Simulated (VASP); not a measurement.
# Si (Fd-3m) in VASP: a series of runs

One crystal, Si, is run at these levels: SCAN, r2SCAN+D3(BJ), r2SCAN; tasks: relaxation of cell and atoms, relaxation of the atoms.

Everything below comes from runs of VASP 6.6.1. Logs are shortened: lines on timing, memory, paths and dates and some standing lists are left out, and cuts for length are marked.

### 1 The structure

Symmetry: Fd-3m, No. 227, cubic system. Conventional cell: a = 5.444 Å, b = 5.444 Å, c = 5.444 Å, α = 90.00°, β = 90.00°, γ = 90.00°. Si (site symmetry -43m) is surrounded by 4 Si at 2.36 Å.

### 2 Relaxation of cell and atoms, SCAN

Contents of INCAR:

```
ALGO = Normal ; EDIFF = 1E-6
EDIFFG = -0.01 ; ENCUT = 600
IBRION = 2 ; ISIF = 3
ISMEAR = 0 ; LASPH = True
LCHARG = False ; LMIXTAU = True
LREAL = False ; LWAVE = False
METAGGA = SCAN ; NELM = 60
NSW = 40 ; PREC = Accurate
SIGMA = 0.05
```

Contents of KPOINTS:

```
k-points
0
Gamma
  8 8 8
```

Contents of POSCAR:

```
Si
1.0
    0.0000000000      2.7218511865      2.7218511865
    2.7218511865      0.0000000000      2.7218511865
    2.7218511865      2.7218511865      0.0000000000
Si
2
Direct
    0.5000000000      0.5000000000      0.5000000000
    0.7500000000      0.7500000000      0.7500000000
```

Potentials or basis: VASP PAW PBE potentials, release 64 (Si).

Started as:

```sh
> cat potpaw_PBE.64/Si/POTCAR > POTCAR
> mpirun -np 1 vasp_std > vasp.out
```

OUTCAR:

```text
EDIFF = 1E-6
   EDIFFG = -0.01
   ENCUT = 600
   IBRION = 2
   ISIF = 3
   ISMEAR = 0
   LASPH = True
   LREAL = False
   METAGGA = SCAN
   NELM = 60
   NSW = 40
   PREC = Accurate

 ion  position               nearest neighbor table
   1  0.500  0.500  0.500-   2 2.36   2 2.36   2 2.36   2 2.36
   2  0.750  0.750  0.750-   1 2.36   1 2.36   1 2.36   1 2.36

  LATTYP: Found a face centered cubic cell.
 ALAT       =     5.4437023730

  Lattice vectors:

 A1 = (   0.0000000000,   2.7218511865,   2.7218511865)
 A2 = (   2.7218511865,   0.0000000000,   2.7218511865)
 A3 = (   2.7218511865,   2.7218511865,   0.0000000000)

Analysis of symmetry for initial positions (statically):
=====================================================================
 Subroutine PRICEL returns:
 Original cell was already a primitive cell.

 Routine SETGRP: Setting up the symmetry group for a
 face centered cubic supercell.

 Subroutine GETGRP returns: Found 48 space group operations
 (whereof 24 operations were pure point group operations)
 out of a pool of 48 trial point group operations.

The static configuration has the point symmetry T_d .
 The point group associated with its full space group is O_h .

Analysis of symmetry for dynamics (positions and initial velocities):
=====================================================================
 Subroutine PRICEL returns:
 Original cell was already a primitive cell.

 Routine SETGRP: Setting up the symmetry group for a
 face centered cubic supercell.

 Subroutine GETGRP returns: Found 48 space group operations
 (whereof 24 operations were pure point group operations)
 out of a pool of 48 trial point group operations.

The dynamic configuration has the point symmetry T_d .
 The point group associated with its full space group is O_h .

 Subroutine INISYM returns: Found 48 space group operations
 (whereof 24 operations are pure point group operations),
 and found     1 'primitive' translations

----------------------------------------------------------------------------------------

                                     Primitive cell

  volume of cell :      40.3295

  direct lattice vectors                    reciprocal lattice vectors
     0.000000000  2.721851186  2.721851186    -0.183698507  0.183698507  0.183698507
     2.721851186  0.000000000  2.721851186     0.183698507 -0.183698507  0.183698507
     2.721851186  2.721851186  0.000000000     0.183698507  0.183698507 -0.183698507

  length of vectors
     3.849278863  3.849278863  3.849278863     0.318175148  0.318175148  0.318175148

  position of ions in fractional coordinates (direct lattice)
     0.500000000  0.500000000  0.500000000
     0.750000000  0.750000000  0.750000000

  ion indices of the primitive-cell ions
   primitive index   ion index
                 1           1
                 2           2

----------------------------------------------------------------------------------------

 KPOINTS: k-points

Automatic generation of k-mesh.
 Grid dimensions read from file:
 generate k-points for:    8    8    8

 Generating k-lattice:

  Cartesian coordinates                     Fractional coordinates (reciprocal lattice)
    -0.022962313  0.022962313  0.022962313     0.125000000  0.000000000  0.000000000
     0.022962313 -0.022962313  0.022962313     0.000000000  0.125000000  0.000000000
     0.022962313  0.022962313 -0.022962313     0.000000000  0.000000000  0.125000000

  Length of vectors
     0.039771893  0.039771893  0.039771893

  Shift w.r.t. Gamma in fractional coordinates (k-lattice)
     0.000000000  0.000000000  0.000000000

 Subroutine IBZKPT returns following result:
 ===========================================

 Found     29 irreducible k-points:

 Following reciprocal coordinates:
            Coordinates               Weight
  0.000000  0.000000  0.000000      1.000000
  0.125000  0.000000  0.000000      8.000000
  0.250000  0.000000  0.000000      8.000000
  0.375000  0.000000  0.000000      8.000000
  0.500000  0.000000  0.000000      4.000000
  0.125000  0.125000  0.000000      6.000000
[... 16 lines left out ...]
  0.500000  0.250000  0.125000     48.000000
 -0.375000  0.250000  0.125000     24.000000
 [... further k-points ...]
   k-points           NKPTS =     29   k-points in BZ     NKDIM =     29   number of bands    NBANDS=      8
   number of dos      NEDOS =    301   number of ions     NIONS =      2
   total plane-waves  NPLWV =  32768
   dimension x,y,z NGX =    32 NGY =   32 NGZ =   32
   dimension x,y,z NGXF=    64 NGYF=   64 NGZF=   64
   ions per type =               2
   NGX,Y,Z   is equivalent  to a cutoff of  13.82, 13.82, 13.82 a.u.
   NGXF,Y,Z  is equivalent  to a cutoff of  27.64, 27.64, 27.64 a.u.
 SYSTEM =  unknown system
   PREC   = accura    normal or accurate (medium, high low for compatibility)
   ISTART =      0    job   : 0-new  1-cont  2-samecut
   ICHARG =      2    charge: 1-file 2-atom 10-const
   ISPIN  =      1    spin polarized calculation?
   LNONCOLLINEAR =      F non collinear calculations
   LSORBIT =      F    spin-orbit coupling
   LASPH  =      T    aspherical Exc in radial PAW
   ENCUT  =  600.0 eV  44.10 Ry    6.64 a.u.   7.69  7.69  7.69*2*pi/ulx,y,z
   NELM   =     60;   NELMIN=  2; NELMDL= -5     # of ELM steps
   EDIFF  = 0.1E-05   stopping-criterion for ELM
   LREAL  =      F    real-space projection
   EDIFFG = -.1E-01   stopping-criterion for IOM
   NSW    =     40    number of steps for IOM
   IBRION =      2    ionic relax: 0-MD 1-quasi-New 2-CG
   NFREE  =      1    steps in history (QN), initial steepest desc. (CG)
   ISIF   =      3    stress and relaxation
   ISYM   =      2    0-nonsym 1-usesym 2-fastsym
   POTIM  = 0.5000    time-step for ionic-motion
   TEBEG  =    0.0;   TEEND  =   0.0 temperature during run
   PSTRESS=    0.0 pullay stress
   NELECT =       8.0000    total number of electrons
   NUPDOWN=      -1.0000    fix difference up-down
   EMIN   =  10.00;   EMAX   =-10.00  energy-range for DOS
   EFERMI =   0.00;   METHOD = LEGACY
   ISMEAR =     0;   SIGMA  =   0.05  broadening in eV -4-tet -1-fermi 0-gaus
   EFERMI_NEDOS =   21; number of points for ismear=-14 and -15
   IALGO  =     38    algorithm
   IMIX   =      4    mixing-type and parameters
     AMIX     =   0.40;   BMIX     =  1.00
     AMIX_MAG =   1.60;   BMIX_MAG =  1.00
  volume/ion in A,a.u.               =      20.16       136.08
  Fermi-wavevector in a.u.,A,eV,Ry     =   0.954766  1.804247 12.402783  0.911579
  Thomas-Fermi vector in A             =   2.083543
   LORBIT       =      0    0 simple, 1 ext, 2 COOP (PROOUT), +10 PAW based schemes
   METAGGA = SCAN    functional components
   LHFCALC =     F    Hartree Fock is set to
   AEXX    =    0.0000 exact exchange contribution
   IVDW    =     0    specifies the selected vdW correction
   LEPSILON=     F    determine dielectric tensor
   LRPA    =     F    only Hartree local field effects (RPA)
 conjugate gradient relaxation of ions
 non-spin polarized calculation
 Gauss-broadening in eV      SIGMA  =   0.05
  energy-cutoff  :      600.00
  volume of cell :       40.33
 maximum number of plane-waves:      1365
   NGX = 15   NGY = 15   NGZ = 15

--------------------------------------- Ionic step        1  -------------------------------------------

 number of electron       8.0000000 magnetization

 Free energy of the ion-electron system (eV)
  ---------------------------------------------------
  ext. energy  EPLUGINS =         0.00000000
  ---------------------------------------------------
  free energy    TOTEN  =       -20.01197932 eV

  energy without entropy =      -20.01197932  energy(sigma->0) =      -20.01197932

------------------------ aborting loop because EDIFF is reached ----------------------------------------

  FORCE on cell =-STRESS in cart. coord.  units (eV):
  Direction    XX          YY          ZZ          XY          YZ          ZX
  --------------------------------------------------------------------------------------
  -------------------------------------------------------------------------------------
  Total       -0.2201414     -0.2201414     -0.2201414     -0.0000000     -0.0000000     -0.0000000
  in kB       -8.7455929     -8.7455929     -8.7455929     -0.0000000     -0.0000000     -0.0000000
  external PRESSURE =      -8.7455929 kB  Pullay stress =       0.0000000 kB
[... 57 lines left out ...]
  energy  without entropy=      -20.0123169181  energy(sigma->0) =      -20.01231692

--------------------------------------- Ionic step        3  -------------------------------------------

 number of electron       7.9999999 magnetization

 Free energy of the ion-electron system (eV)
  ---------------------------------------------------
  ext. energy  EPLUGINS =         0.00000000
  ---------------------------------------------------
  free energy    TOTEN  =       -20.01294553 eV

  energy without entropy =      -20.01294553  energy(sigma->0) =      -20.01294553

 E-fermi :   5.8912     XC(G=0):  -9.8135

 val. band max:        5.6840044799   @ k =   0.0000   0.0000   0.0000
 cond. band min:       6.5535556902   @ k =   0.3750   0.3750   0.0000
 fundamental gap:      0.8695512104
 Fermi energy:         5.8911604587

 k-point     1 :       0.0000    0.0000    0.0000
  band No.  band energies     occupation
      1      -6.7261      2.00000
      2       5.6840      2.00000
      3       5.6840      2.00000
      4       5.6840      2.00000
      5       8.5510      0.00000
      6       8.5510      0.00000
      7       8.5510      0.00000
      8       9.7523      0.00000
[... 243 lines left out ...]
 k-point    24 :      -0.3750    0.2500    0.1250
  band No.  band energies     occupation
      1      -3.7215      2.00000
      2      -1.3057      2.00000
      3       2.1615      2.00000
      4       3.4713      2.00000
      5       9.1305      0.00000
      6       9.1355      0.00000
      7      12.0625      0.00000
      8      13.3051      0.00000

 [... further k-points ...]

------------------------ aborting loop because EDIFF is reached ----------------------------------------

  FORCE on cell =-STRESS in cart. coord.  units (eV):
  Direction    XX          YY          ZZ          XY          YZ          ZX
  --------------------------------------------------------------------------------------
  -------------------------------------------------------------------------------------
  Total       -0.0049003     -0.0049003     -0.0049003      0.0000000      0.0000000      0.0000000
  in kB       -0.1963909     -0.1963909     -0.1963909      0.0000000      0.0000000      0.0000000
  external PRESSURE =      -0.1963909 kB  Pullay stress =       0.0000000 kB
[... 17 lines left out ...]
  FREE ENERGIE OF THE ION-ELECTRON SYSTEM (eV)
  ---------------------------------------------------
  free  energy   TOTEN  =       -20.0129455341 eV

  energy  without entropy=      -20.0129455341  energy(sigma->0) =      -20.01294553

 reached required accuracy - stopping structural energy minimisation
```

Run time: 61 s. Hardware: 1 thread of Intel Xeon 6975P-C (Granite Rapids), shared host; peak memory 0.18 GiB.

Results:

| Property | Result |
| --- | --- |
| Free energy | -20.0129 eV |
| Relaxed volume | 19.99 Å³/atom |
| Relaxed cell | a = 3.838 Å, b = 3.838 Å, c = 3.838 Å, α = 60.00°, β = 60.00°, γ = 60.00° |
| Space group after relaxing (to 0.05 Å) | Fd-3m (No. 227) |
| Energy gained by relaxing | 0.5 meV/atom |
| Ionic steps | 3 |
| Pressure after relaxing | 0.0 GPa |
| Band gap on the k mesh | 0.87 eV, indirect (least direct gap 2.87 eV) |

Step by step:
| step | energy change (eV) | largest force (eV/Å) | pressure (GPa) | volume (Å³) |
| --- | --- | --- | --- | --- |
| 1 | 0.0000 | 0.0000 | -0.87 | 40.33 |
| 2 | -0.0003 | 0.0000 | 0.70 | 39.69 |
| 3 | -0.0010 | 0.0000 | -0.02 | 39.98 |

Final structure:
```cif
data_structure
_symmetry_space_group_name_H-M 'P 1'
_symmetry_Int_Tables_number 1
_cell_length_a 3.8380
_cell_length_b 3.8380
_cell_length_c 3.8380
_cell_angle_alpha 60.000
_cell_angle_beta 60.000
_cell_angle_gamma 60.000
_cell_volume 39.98
loop_
_atom_site_label
_atom_site_type_symbol
_atom_site_fract_x
_atom_site_fract_y
_atom_site_fract_z
_atom_site_occupancy
Si1 Si 0.50000 0.50000 0.50000 1
Si2 Si 0.75000 0.75000 0.75000 1
```

Caveat: the PAW data sets were made with another functional, which shifts forces and pressure a little. SCAN opens gaps a little over a GGA but as a rule still falls short of measured ones.

### 3 Relaxation of cell and atoms, r2SCAN+D3(BJ)

Contents of INCAR:

```
SYSTEM = Si
PREC     = Accurate       ! precision mode
ENCUT    = 600            ! plane-wave cutoff, eV
EDIFF    = 1E-6           ! SCF threshold, eV
ISMEAR   = 0              ! smearing method
SIGMA    = 0.05           ! smearing width, eV
LREAL    = .False.        ! projectors in reciprocal space
LASPH    = .True.         ! aspherical terms in the spheres
NELM     = 60             ! most SCF steps
ALGO     = Normal         ! electronic algorithm
ISIF     = 3              ! what is computed and relaxed
LWAVE    = .False.        ! write WAVECAR
LCHARG   = .False.        ! write CHGCAR
METAGGA  = R2SCAN         ! meta-GGA
LMIXTAU  = .True.       
IVDW     = 12             ! dispersion correction
VDW_S6   = 1.0          
VDW_S8   = 0.78981345   
VDW_A1   = 0.49484001   
VDW_A2   = 5.73083694   
IBRION   = 2              ! ionic algorithm
NSW      = 40             ! ionic steps
EDIFFG   = -0.005         ! ionic threshold
```

Contents of KPOINTS:

```
Automatic mesh
0
Gamma
  8 8 8
  0 0 0
```

POSCAR is that of step 2.

Potentials or basis: VASP PAW PBE potentials, release 64 (Si).

Started as:

```sh
> cat potpaw_PBE.64/Si/POTCAR > POTCAR
> mpirun -np 1 vasp_std > vasp.out
```

It took 45 s on 1 thread of Intel Xeon 6975P-C (Granite Rapids), shared host; peak memory 0.19 GiB.

Results (log left out):

```
Free energy                            : -17.8418 eV
Relaxed volume                         : 19.90 Å³/atom
Relaxed cell                           : a = 3.832 Å, b = 3.832 Å, c = 3.832 Å, α = 60.00°, β = 60.00°, γ = 60.00°
Space group after relaxing (to 0.05 Å) : Fd-3m (No. 227)
Energy gained by relaxing              : 1.0 meV/atom
Ionic steps                            : 3
Pressure after relaxing                : 0.0 GPa
Band gap on the k mesh                 : 0.80 eV, indirect (least direct gap 2.76 eV)
Dispersion energy per atom             : -0.148 eV
```

Step by step:
```
step  energy change (eV)  largest force (eV/Å)  pressure (GPa)  volume (Å³)
   1              0.0000                0.0000           -1.22        40.33
   2             -0.0010                0.0000            0.94        39.44
   3             -0.0021                0.0000            0.01        39.80
```

Final structure:
```
CELL_PARAMETERS angstrom
0.00000 2.70999 2.70999
2.70999 0.00000 2.70999
2.70999 2.70999 0.00000
ATOMIC_POSITIONS crystal
Si 0.50000 0.50000 0.50000
Si 0.75000 0.75000 0.75000
```

Levels at points of the mesh, in eV from the valence-band top:
```
           k point  band 1  band 2  band 3  band 4  band 5  band 6  band 7  band 8
(0.00, 0.00, 0.00)  -12.57    0.00    0.00    0.00    2.76    2.76    2.76    4.06
(0.50, 0.00, 0.00)  -10.10   -7.30   -1.28   -1.28    1.91    3.58    3.58    8.35
(0.50, 0.50, 0.00)   -8.18   -8.18   -3.03   -3.03    0.91    0.91   10.94   10.94
```

Caveat: the PAW data sets were made with another functional, which shifts forces and pressure a little.

### 4 Relaxation of the atoms, r2SCAN (atoms moved at random, drawn with an rms of 0.05 Å)

Contents of run.py:

```python
from ase.calculators.vasp import Vasp
from ase.io import read
from ase.optimize import BFGS

atoms = read('POSCAR')
calc = Vasp(
    directory='calc',
    xc='r2scan',
    pp='PBE',
    setups='recommended',
    prec='Accurate',
    encut=520,
    ediff=1e-06,
    ismear=0,
    sigma=0.05,
    lreal=False,
    lasph=True,
    nelm=80,
    algo='Normal',
    isif=2,
    lwave=False,
    lcharg=False,
    lmixtau=True,
    kpts=[8, 8, 8],
    gamma=True,
)
atoms.calc = calc
opt = BFGS(atoms, trajectory='relax.traj')
converged = opt.run(fmax=0.01, steps=40)
print('converged:', converged)

print('energy (eV):', atoms.get_potential_energy())
print('free energy (eV):', atoms.get_potential_energy(force_consistent=True))
print('forces (eV/A):')
print(atoms.get_forces())
print('stress (eV/A^3, Voigt):', atoms.get_stress())
print('Fermi level (eV):', calc.get_fermi_level())
print('cell (A, degrees):', atoms.cell.cellpar())
print('volume (A^3):', atoms.get_volume())
print('scaled positions:')
print(atoms.get_scaled_positions())
```

Contents of POSCAR:

```
Si
1.0
    0.0000000000      2.7218511865      2.7218511865
    2.7218511865      0.0000000000      2.7218511865
    2.7218511865      2.7218511865      0.0000000000
Si
2
Direct
    0.5012310000      0.5090460000      0.4941790000
    0.7504640000      0.7489430000      0.7401240000
```

Started as:

```sh
> python run.py
```

Run time: 13 min. Hardware: 1 thread of Intel Xeon 6975P-C (Granite Rapids), shared host; peak memory 0.21 GiB.

The run converged. Its results:

| Quantity | Value |
| --- | --- |
| Free energy | -17.5472 eV |
| Energy gained by relaxing | 9.0 meV/atom |
| Ionic steps | 4 |
| Pressure after relaxing | -0.2 GPa |
| Largest force after relaxing | 0.007 eV/Å |
| Band gap on the k mesh | 0.82 eV, indirect (least direct gap 2.75 eV) |

Forces on the atoms (eV/Å):
```
Si  -0.002  0.007  0.000
Si   0.002 -0.007  0.000
```

The path:
```tsv
step	energy change (eV)	largest force (eV/Å)	pressure (GPa)
1	0.0000	0.7300	-0.10
2	-0.0119	0.4186	-0.16
3	-0.0181	0.0231	-0.18
4	-0.0181	0.0073	-0.18
```

Final structure:
```cif
data_structure
_symmetry_space_group_name_H-M 'P 1'
_symmetry_Int_Tables_number 1
_cell_length_a 3.8493
_cell_length_b 3.8493
_cell_length_c 3.8493
_cell_angle_alpha 60.000
_cell_angle_beta 60.000
_cell_angle_gamma 60.000
_cell_volume 40.33
loop_
_atom_site_label
_atom_site_type_symbol
_atom_site_fract_x
_atom_site_fract_y
_atom_site_fract_z
_atom_site_occupancy
Si1 Si 0.50079 0.50406 0.49212 1
Si2 Si 0.75091 0.75393 0.74218 1
```

Levels at points of the mesh, in eV from the valence-band top:
```tsv
k point	band 2	band 3	band 4	band 5	band 6	band 7
(0.00, 0.00, 0.00)	-0.01	0.00	0.00	2.75	2.75	2.75
(0.50, 0.00, 0.00)	-7.24	-1.27	-1.27	1.86	3.59	3.59
(0.00, 0.50, 0.00)	-7.23	-1.27	-1.27	1.85	3.59	3.59
(0.00, 0.00, 0.50)	-7.24	-1.27	-1.27	1.85	3.59	3.59
(0.50, 0.50, 0.50)	-7.24	-1.27	-1.27	1.85	3.59	3.59
(0.50, 0.50, 0.00)	-8.14	-3.00	-3.00	0.93	0.93	10.81
(0.00, 0.50, 0.50)	-8.14	-3.00	-2.99	0.93	0.93	10.81
(0.50, 0.00, 0.50)	-8.14	-3.00	-2.99	0.93	0.93	10.81
```

Caveat: the PAW data sets were made with another functional, which shifts forces and pressure a little. A k mesh can miss the band edges.

### 5 Overview

```tsv
task	level	cell	cutoff (eV)	optimiser	gap on the mesh (eV)	pressure (GPa)	relaxed volume (Å³/atom)
relaxation of cell and atoms	SCAN	relaxed	600	-	0.87	0.0	19.99
relaxation of cell and atoms	r2SCAN+D3(BJ)	relaxed	600	-	0.80	0.0	19.90
relaxation of the atoms	r2SCAN	atoms relaxed from: atoms moved at random, drawn with an rms of 0.05 Å	520	BFGS	0.82	-0.2	-
```

Alike in all rows: potentials or basis VASP PAW PBE potentials, release 64 (Si); no spin polarisation; k mesh 8 × 8 × 8; smearing gaussian 0.05 eV.

Caveats: the PAW data sets were made with another functional, which shifts forces and pressure a little.

Total energies depend on the potentials used, so only differences within one code and one set of settings carry meaning.
